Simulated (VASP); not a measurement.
# Be (P1) in VASP: further runs, part 3 of 3

VASP 6.6.1.

## 5. Single point, PBEsol

The input, INCAR:

```
SYSTEM = Be
PREC = Accurate
ENCUT = 520
EDIFF = 1E-6
ISMEAR = -1
SIGMA = 0.3
LREAL = Auto
LASPH = .TRUE.
NELM = 60
ALGO = Fast
ISIF = 2
LWAVE = .FALSE.
LCHARG = .FALSE.
GGA = PS
NBANDS = 60
```

The input, KPOINTS:

```
regular mesh
0
G
  2 2 2
  0 0 0
```

The input, POSCAR:

```
Be
1.0
    7.1812630000      0.0000000000      0.0000000000
   -3.5906320000      6.2191560000      0.0000000000
    0.0000000000      0.0000000000      7.4842370000
Be
36
Direct
    0.1167042063      0.2051403760      0.0655511043
    0.2559720159      0.1847035193      0.3853565834
    0.1872308657      0.2664027080      0.6480420115
    0.1767094596      0.0871983272      0.8517902359
    0.1611917925      0.5322908768      0.0920868754
    0.2474771534      0.5147000654      0.4324154887
    0.1094257127      0.4759649058      0.6789202426
    0.2949963799      0.4372619050      0.9102998743
    0.1413404783      0.9535377469      0.1433412651
    0.1268027889      0.7165602535      0.2832887307
    0.1911775384      0.9494696708      0.6227354906
    0.2405673673      0.7658756269      0.8612501181
    0.4726762582      0.3347077964      0.0444801521
    0.5903179840      0.1714541330      0.3982369880
    0.4945047266      0.2501143242      0.6443275380
    0.5008615095      0.0575158430      0.9301014920
    0.4626026768      0.5942607003      0.0751178777
    0.5303236031      0.5141694468      0.3505634576
    0.4461720450      0.5839859942      0.6392635615
    0.6234746250      0.5719425594      0.8470202106
    0.4519655262      0.8606794877      0.1020277685
    0.5352389794      0.8031154067      0.3372421264
    0.4641479161      0.8897509566      0.6024395005
    0.5407330850      0.7976162682      0.8492782898
    0.8268790505      0.2523332748      0.1534959409
    0.8385013976      0.1081979613      0.3490135334
    0.7484195550      0.2031947743      0.7285846239
    0.9254432303      0.1437494091      0.8226623502
    0.7996705170      0.6245542000      0.2137826474
    0.9247720954      0.4345284151      0.4395772074
    0.7260475038      0.5758980801      0.5500360291
    0.8119238420      0.4226940119      0.9181697480
    0.7577649218      0.8935778424      0.0993822082
    0.9119806959      0.8510961938      0.3898861033
    0.7409292285      0.9016818359      0.6752992990
    0.9342870401      0.7654254050      0.9229664961
```

Potentials or basis: VASP PAW PBE potentials, release 64 (Be).

Started as:

```
$ cat potpaw_PBE.64/Be/POTCAR > POTCAR
$ mpirun -np 1 vasp_std > vasp.out
```

OUTCAR:

```text
SYSTEM = Be
   PREC = Accurate
   ENCUT = 520
   EDIFF = 1E-6
   ISMEAR = -1
   LREAL = Auto
   LASPH = .TRUE.
   NELM = 60
   ISIF = 2
   GGA = PS

 ion  position               nearest neighbor table
   1  0.117  0.205  0.066-   8 1.91   4 1.96   9 1.99  28 2.19   5 2.22  13 2.25  25 2.36
   2  0.256  0.185  0.385-   3 2.18  18 2.21   9 2.31  11 2.33
   3  0.187  0.266  0.648-   7 1.86   4 1.97  28 2.09  19 2.10   2 2.18   8 2.24  15 2.27   6 2.28
                            11 2.30
   4  0.177  0.087  0.852-   1 1.96   3 1.97  11 2.01  28 2.05  36 2.15   8 2.26   9 2.35
   5  0.161  0.532  0.092-   8 1.97  17 1.98  10 2.05   1 2.22  21 2.24  12 2.27  25 2.28
   6  0.247  0.515  0.432-  19 1.99   7 2.05  30 2.09  18 2.12  22 2.19   3 2.28  10 2.31
   7  0.109  0.476  0.679-   3 1.86   6 2.05  30 2.16  19 2.16  12 2.26   8 2.29  28 2.33  27 2.37
[... 23 lines left out ...]
  24  0.541  0.798  0.849-  35 1.80  20 1.99  12 2.05  19 2.06  16 2.11  21 2.12  17 2.12  23 2.13
                            33 2.31   8 2.34
  25  0.827  0.252  0.153-  26 1.82  32 2.18   5 2.28   1 2.36  14 2.36
  26  0.839  0.108  0.349-  25 1.82  14 2.08  34 2.18  22 2.19  30 2.21  33 2.30
  27  0.748  0.203  0.729-  28 1.68  32 2.00  15 2.11  16 2.16  35 2.18  23 2.35   7 2.37
  28  0.925  0.144  0.823-  27 1.68  35 1.92   4 2.05   3 2.09   1 2.19   7 2.33
  29  0.800  0.625  0.214-  34 1.93  18 1.97  10 2.16  33 2.27
  30  0.925  0.435  0.440-   6 2.09  10 2.15   7 2.16  26 2.21  14 2.21  31 2.28
  31  0.726  0.576  0.550-  18 1.94  34 2.12  19 2.15  15 2.20  30 2.28  20 2.34
  32  0.812  0.423  0.918-  27 2.00  36 2.16  20 2.17  25 2.18  13 2.39
  33  0.758  0.894  0.099-  21 2.09  17 2.14  22 2.26  29 2.27  26 2.30  24 2.31  36 2.32
  34  0.912  0.851  0.390-  29 1.93  31 2.12  26 2.18  10 2.33   9 2.33
  35  0.741  0.902  0.675-  24 1.80  28 1.92  23 2.02  27 2.18  19 2.22
  36  0.934  0.765  0.923-  20 2.03   4 2.15  32 2.16   9 2.18  12 2.25  33 2.32

  LATTYP: Found a hexagonal cell.
 ALAT       =     7.1812630000
 C/A-ratio  =     1.0421895146

  Lattice vectors:

 A1 = (   7.1812630000,   0.0000000000,   0.0000000000)
 A2 = (  -3.5906320000,   6.2191560000,   0.0000000000)
 A3 = (   0.0000000000,   0.0000000000,   7.4842370000)

Analysis of symmetry for initial positions (statically):
=====================================================================
 Subroutine PRICEL returns:
 Original cell was already a primitive cell.

 Routine SETGRP: Setting up the symmetry group for a
 hexagonal supercell.

 Subroutine GETGRP returns: Found  1 space group operations
 (whereof  1 operations were pure point group operations)
 out of a pool of 24 trial point group operations.

The static configuration has the point symmetry C_1 .

Analysis of symmetry for dynamics (positions and initial velocities):
=====================================================================
 Subroutine PRICEL returns:
 Original cell was already a primitive cell.

 Routine SETGRP: Setting up the symmetry group for a
 hexagonal supercell.

 Subroutine GETGRP returns: Found  1 space group operations
 (whereof  1 operations were pure point group operations)
 out of a pool of 24 trial point group operations.

The dynamic configuration has the point symmetry C_1 .

 Subroutine INISYM returns: Found  1 space group operations
 (whereof  1 operations are pure point group operations),
 and found     1 'primitive' translations

----------------------------------------------------------------------------------------
[... 122 lines left out ...]
  0.000000  0.000000  0.500000      1.000000
  0.500000  0.000000  0.500000      1.000000
  0.000000  0.500000  0.500000      1.000000
  0.500000  0.500000  0.500000      1.000000
   k-points           NKPTS =      8   k-points in BZ     NKDIM =      8   number of bands    NBANDS=     60
   number of dos      NEDOS =    301   number of ions     NIONS =     36
   total plane-waves  NPLWV = 163296
   dimension x,y,z NGX =    54 NGY =   54 NGZ =   56
   dimension x,y,z NGXF=   108 NGYF=  108 NGZF=  112
   ions per type =              36
   NGX,Y,Z   is equivalent  to a cutoff of  12.50, 12.50, 12.44 a.u.
   NGXF,Y,Z  is equivalent  to a cutoff of  25.00, 25.00, 24.88 a.u.
 SYSTEM =  Be
   PREC   = accura    normal or accurate (medium, high low for compatibility)
   ISTART =      0    job   : 0-new  1-cont  2-samecut
   ICHARG =      2    charge: 1-file 2-atom 10-const
   ISPIN  =      1    spin polarized calculation?
   LNONCOLLINEAR =      F non collinear calculations
   LSORBIT =      F    spin-orbit coupling
   LASPH  =      T    aspherical Exc in radial PAW
   ENCUT  =  520.0 eV  38.22 Ry    6.18 a.u.  13.35 13.35 13.92*2*pi/ulx,y,z
   NELM   =     60;   NELMIN=  2; NELMDL= -5     # of ELM steps
   EDIFF  = 0.1E-05   stopping-criterion for ELM
   LREAL  =      T    real-space projection
   EDIFFG = 0.1E-04   stopping-criterion for IOM
   NSW    =      0    number of steps for IOM
[... 5 lines left out ...]
   TEBEG  =    0.0;   TEEND  =   0.0 temperature during run
   PSTRESS=    0.0 pullay stress
   NELECT =      72.0000    total number of electrons
   NUPDOWN=      -1.0000    fix difference up-down
   EMIN   =  10.00;   EMAX   =-10.00  energy-range for DOS
   EFERMI =   0.00;   METHOD = LEGACY
   ISMEAR =    -1;   SIGMA  =   0.30  broadening in eV -4-tet -1-fermi 0-gaus
   EFERMI_NEDOS =   21; number of points for ismear=-14 and -15
   IALGO  =     68    algorithm
   IMIX   =      4    mixing-type and parameters
     AMIX     =   0.40;   BMIX     =  1.00
     AMIX_MAG =   1.60;   BMIX_MAG =  1.00
  volume/ion in A,a.u.               =       9.28        62.66
  Fermi-wavevector in a.u.,A,eV,Ry     =   0.981354  1.854490 13.103170  0.963056
  Thomas-Fermi vector in A             =   2.112354
   LORBIT       =      0    0 simple, 1 ext, 2 COOP (PROOUT), +10 PAW based schemes
   GGA     = PS    functional components
   LHFCALC =     F    Hartree Fock is set to
   AEXX    =    0.0000 exact exchange contribution
   IVDW    =     0    specifies the selected vdW correction
   LEPSILON=     F    determine dielectric tensor
   LRPA    =     F    only Hartree local field effects (RPA)
 non-spin polarized calculation
 RMM-DIIS sequential band-by-band and
  energy-cutoff  :      520.00
  volume of cell :      334.26
 maximum number of plane-waves:      9040
 NGX is ok and might be reduce to    54
   NGX = 27   NGY = 27   NGZ = 27

 number of electron      72.0000000 magnetization

 Free energy of the ion-electron system (eV)
  ---------------------------------------------------
  ext. energy  EPLUGINS =         0.00000000
  ---------------------------------------------------
  free energy    TOTEN  =      -124.87405775 eV

  energy without entropy =     -122.53474145  energy(sigma->0) =     -123.70439960

 E-fermi :   5.2294     XC(G=0): -10.0014

 val. band max:        5.2106960385   @ k =   0.5000   0.5000   0.0000
 cond. band min:       5.2363724582   @ k =   0.0000   0.0000   0.0000
 fundamental gap:      0.0256764197
 Fermi energy:         5.2293572046

 k-point     1 :       0.0000    0.0000    0.0000
  band No.  band energies     occupation
      1      -4.9654      2.00000
      2      -3.0197      2.00000
      3      -2.9685      2.00000
      4      -2.5191      2.00000
      5      -2.3931      2.00000
      6      -2.0274      2.00000
[... 397 lines left out ...]
     47       7.5387      0.00091
     48       7.6910      0.00055
 [bands above 48 left out]

------------------------ aborting loop because EDIFF is reached ----------------------------------------

  FORCE on cell =-STRESS in cart. coord.  units (eV):
  Direction    XX          YY          ZZ          XY          YZ          ZX
  --------------------------------------------------------------------------------------
  -------------------------------------------------------------------------------------
  Total        7.1294751      2.5421353      2.5705588     -8.5818080     -1.0150846      5.3645323
  in kB       34.1734106     12.1851091     12.3213503    -41.1348162     -4.8655618     25.7135853
  external PRESSURE =      19.5599567 kB  Pullay stress =       0.0000000 kB

 VOLUME and BASIS-vectors are now :
 -----------------------------------------------------------------------------
  energy-cutoff  :      520.00
  volume of cell :      334.26
      direct lattice vectors                 reciprocal lattice vectors
     7.181263000  0.000000000  0.000000000     0.139251271  0.080396772  0.000000000
    -3.590632000  6.219156000  0.000000000     0.000000000  0.160793522  0.000000000
     0.000000000  0.000000000  7.484237000     0.000000000  0.000000000  0.133614155

 POSITION                                       TOTAL-FORCE (eV/Angst)
 -----------------------------------------------------------------------------------
      0.10150      1.27580      0.49060        -1.401218      0.306023      2.383633
      1.17500      1.14870      2.88410         0.003407     -0.650930     -0.585603
      0.38800      1.65680      4.85010         0.647556     -1.129691     -1.385963
      0.95590      0.54230      6.37500         1.662208     -0.395782      1.300391
     -0.75370      3.31040      0.68920        -1.740290     -0.439675      0.524905
     -0.07090      3.20100      3.23630        -0.391474     -0.377211     -1.161686
[... 28 lines left out ...]
      2.08320      5.60770      5.05410         2.735673     -0.776058     -2.962250
      3.96100      4.76030      6.90770         0.023779      0.605268     -0.523047
 -----------------------------------------------------------------------------------
    total drift:                               -0.001548     -0.000029     -0.000192

  FREE ENERGIE OF THE ION-ELECTRON SYSTEM (eV)
  ---------------------------------------------------
  free  energy   TOTEN  =      -124.8740577466 eV

  energy  without entropy=     -122.5347414543  energy(sigma->0) =     -123.70439960
```

Wall time 4.5 min (1 thread of Intel Xeon Platinum 8559C (Emerald Rapids), shared host); peak memory 0.42 GiB.

Results:

| Quantity | Value |
| --- | --- |
| Free energy | -124.8741 eV |
| Pressure | 2.0 GPa |
| Largest force | 4.795 eV/Å |
| Band gap on the k mesh | none (metal or under the smearing width) |

Forces on the atoms (eV/Å):
```
Be  -1.401  0.306  2.384
Be   0.003 -0.651 -0.586
Be   0.648 -1.130 -1.386
Be   1.662 -0.396  1.300
Be  -1.740 -0.440  0.525
Be  -0.391 -0.377 -1.162
Be  -2.054  1.218  1.179
Be  -1.069 -1.084 -4.547
Be   0.447  0.074 -0.693
Be   0.647  0.349  1.753
Be  -0.761 -0.488 -0.578
Be  -1.091  0.176  0.119
Be   1.064 -1.931  1.312
Be  -0.295 -0.008 -0.190
Be  -0.964  0.194  0.591
Be  -0.209  3.015 -2.083
Be   2.013  1.948  3.305
Be  -0.877 -1.806 -0.426
Be   0.336  0.339 -0.355
Be   0.606 -0.377 -0.454
Be  -1.584 -0.549  0.926
Be   0.803 -0.105  0.984
Be  -1.191  0.419  0.142
Be  -1.120  0.353  2.030
Be  -1.251  0.902 -1.534
Be   1.527 -1.041  1.947
Be  -2.519  0.248 -3.977
Be   2.758  0.734  3.634
Be   0.828 -1.446 -2.075
Be  -0.525 -0.609 -0.820
Be   1.578  0.161  1.552
Be   0.278  0.354  0.079
Be   0.687  0.778  0.119
Be   0.399  1.042  0.469
Be   2.736 -0.776 -2.962
Be   0.024  0.605 -0.523
```

Stress tensor (GPa, compression positive):
```
 3.42 -4.11  2.57
-4.11  1.22 -0.49
 2.57 -0.49  1.23
```

Levels at points of the mesh, in eV from the Fermi level:
```csv
k point,band 32,band 33,band 34,band 35,band 36,band 37,band 38,band 39,band 40,band 41
"(0.00, 0.00, 0.00)",-0.47,-0.39,-0.21,0.01,0.20,0.23,0.38,0.58,0.73,0.85
"(0.50, 0.00, 0.00)",-1.00,-0.80,-0.49,-0.45,-0.17,0.09,0.13,0.41,0.96,1.09
"(0.00, 0.50, 0.00)",-1.01,-0.76,-0.72,-0.42,-0.10,0.17,0.31,0.40,0.71,1.24
"(0.50, 0.50, 0.00)",-1.16,-0.80,-0.39,-0.25,-0.02,0.19,0.25,0.49,0.76,1.09
"(0.00, 0.00, 0.50)",-1.19,-1.13,-1.01,-0.88,-0.81,-0.06,0.20,0.57,0.82,1.45
"(0.50, 0.00, 0.50)",-1.24,-1.00,-0.81,-0.71,-0.60,0.35,0.61,0.74,1.24,1.30
"(0.00, 0.50, 0.50)",-1.22,-1.01,-0.74,-0.53,-0.30,0.34,0.38,0.86,1.13,1.22
"(0.50, 0.50, 0.50)",-1.05,-0.97,-0.73,-0.62,-0.28,0.36,0.65,0.75,1.14,1.22
```

Caveat: the k mesh is coarse (spacing up to 0.51 Å⁻¹), so the values aren't converged; the PAW data sets were made with another functional, which shifts forces and pressure a little.
